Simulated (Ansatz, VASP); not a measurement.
**Two plane-wave programs on Pt**

INCAR

```
PREC = Accurate ; ENCUT = 520
EDIFF = 1E-6 ; ISMEAR = 0
SIGMA = 0.011 ; LREAL = False
LASPH = True ; NELM = 100
ALGO = Fast ; ISIF = 2
LWAVE = False ; LCHARG = False
GGA = PE ; NBANDS = 11
```

Contents of KPOINTS:

```
Automatic mesh
0
Gamma
  12 12 12
```

File POSCAR:

```
Pt
1.0
    0.0000000000      1.9609000000      1.9609000000
    1.9609000000      0.0000000000      1.9609000000
    1.9609000000      1.9609000000      0.0000000000
Pt
1
Direct
    0.0000000000      0.0000000000      0.0000000000
```

input.yaml

```yaml
crystal:
  lattice:
    - [0.0, 1.9609, 1.9609]
    - [1.9609, 0.0, 1.9609]
    - [1.9609, 1.9609, 0.0]
  atoms:
    - { symbol: Pt, position: [0.0, 0.0, 0.0] }
hamiltonian:
  xc: pbe
  pseudopotentials: { kind: paw }
kpoints:
  mp_grid: { grid: [12, 12, 12] }
scf:
  occupations: { method: gaussian, width: 0.011 }
output:
  forces: true
  stress: true
  eigenvalues: true
```

Alike in both runs: task single point; functional PBE; k mesh 12 × 12 × 12; occupations gaussian, width 0.011 eV; no spin polarisation.

|  | VASP | Ansatz |
| --- | --- | --- |
| version | VASP 6.6.1 | Ansatz 0.2.0 |
| potentials or method | VASP PAW PBE potentials, release 64 (Pt) | Ansatz PAW |
| plane-wave cutoff (eV) | 520 | 420 |
| valence electrons in the cell | 10 | 18 |

|  | VASP | Ansatz | Ansatz less VASP |
| --- | --- | --- | --- |
| gap on the k mesh at the Fermi level (eV) | none | none | - |
| pressure (GPa) | 9.6 | 10.2 | +0.55 |

A gap of «none» marks a metal or a gap that the smearing closes. With one functional, cell and mesh, what is left measures potentials, basis and numerics. The two sets of potentials don't hold the same shells in valence.

The runs have no spin-orbit coupling, so splittings on Pt are missing.
